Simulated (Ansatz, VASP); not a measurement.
**One calculation of AlPt, two programs**

The input POSCAR:

```
AlPt
1.0
    3.0638176364      0.0000000000      0.0000000000
    0.0000000000      3.0638176364      0.0000000000
    0.0000000000      0.0000000000      3.0638176364
Al Pt
1 1
Direct
    0.0000000000      0.0000000000      0.0000000000
    0.5000000000      0.5000000000      0.5000000000
```

File INCAR.step1:

```
  PREC = Accurate
  ENCUT = 520
  ISMEAR = 1
  SIGMA = 0.05
  LREAL = F
  LASPH = T
  NELM = 100
  NBANDS = 14
  GGA = PE
  ALGO = Normal
  EDIFF = 1E-4
  LWAVE = T
  LCHARG = F
```

The input INCAR.step2:

```
  PREC = Accurate
  ENCUT = 520
  EDIFF = 1E-6
  ISMEAR = 1
  SIGMA = 0.05
  LREAL = F
  LASPH = T
  NELM = 100
  ALGO = Normal
  ISIF = 2
  LWAVE = F
  LCHARG = F
  METAGGA = R2SCAN
  LMIXTAU = T
  NBANDS = 14
  ISTART = 1
```

Contents of KPOINTS:

```
regular mesh
0
Gamma
  11 11 11
```

Input for Ansatz:

```yaml
crystal:
  lattice:
    - [3.063817636371266, 0.0, 0.0]
    - [0.0, 3.063817636371266, 0.0]
    - [0.0, 0.0, 3.063817636371266]
  atoms:
    - { symbol: Al, position: [0.0, 0.0, 0.0] }
    - { symbol: Pt, position: [0.5, 0.5, 0.5] }
basis:
  ecutwfc: 612.25619053473
kpoints:
  mp_grid:
    grid: [11, 11, 11]
hamiltonian:
  xc: r2scan
  pseudopotentials:
    kind: paw
scf:
  occupations:
    method: cold
    width: 0.05
output:
  stress: true
```

Measurements of this composition are mostly on another form, of space group No. 198.

Alike in both runs: task single point; functional r2SCAN; k mesh 11 × 11 × 11; no spin polarisation.

|  | VASP | Ansatz |
| --- | --- | --- |
| version | VASP 6.6.1 | Ansatz 0.2.0 |
| potentials or method | VASP PAW PBE potentials, release 64 (Al, Pt) | plane waves, PAW |
| plane-wave cutoff (eV) | 520 | 612 |
| occupations | methfessel-paxton of order 1, width 0.05 eV | cold, width 0.05 eV |
| valence electrons in the cell | 13 | 21 |

VASP gave:

| Quantity | Value |
| --- | --- |
| pressure (GPa) | 0.3 |

Q: Which values does Ansatz return?

A: Pressure (GPa): 0.5.

The two sets of potentials don't hold the same shells in valence.

Caveats: the PAW data sets were made with another functional, which shifts forces and pressure a little (VASP). Spin-orbit coupling is left out, which matters for the levels of Pt.
